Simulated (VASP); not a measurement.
Runs of VASP 6.6.1 on CuO. The structure is cubic, space group Pm-3m (No. 221). The conventional cell has a = 2.553 Å, b = 2.553 Å, c = 2.553 Å, α = 90.00°, β = 90.00°, γ = 90.00°. Around Cu (site symmetry m-3m) lie 8 O at 2.21 Å. Around O (site symmetry m-3m) lie 8 Cu at 2.21 Å. Measurements of this composition are mostly on another form, of space group No. 15.

| spin | U | fixed moment (μB) | gap on the mesh (eV) | pressure (GPa) | moment (μB) |
| --- | --- | --- | --- | --- | --- |
| collinear, random start | Cu d U = 4 eV | - | none | 8.1 | 0.00 |
| collinear, ferromagnetic start | Cu d U = 7 eV | - | none | (a) | 1.00 |
| non-collinear, random start | Cu d U = 4 eV | - | none | 10.8 | 1.00 |
| collinear, ferromagnetic start | Cu d U = 4 eV | 0 | - | 8.2 | 0.00 |
| collinear, ferromagnetic start | Cu d U = 7 eV | 4 | - | 115.7 | 4.00 |

Alike in all rows: task single point; level r2SCAN+U; potentials or basis VASP PAW PBE potentials, release 64 (Cu, O); cell as given; k mesh 7 × 7 × 7; cutoff (eV) 520; smearing gaussian 0.05 eV.

Fill in the values left out.

(a) 7.7.

Caveats: the PAW data sets were made with another functional, which shifts forces and pressure a little; a cell with one magnetic atom can't hold antiferromagnetic order, which such compounds often take (some runs); the total moment is fixed, so each spin has its own Fermi level (some runs); the moment is held away from its start (some runs); a pressure of tens of GPa on the cell as given is suspect, and the run, the potentials or the cell itself is likely at fault (some runs).

A gap of «none» marks a metal or a gap under the smearing width.

Runs at the PBE level aren't shown here.
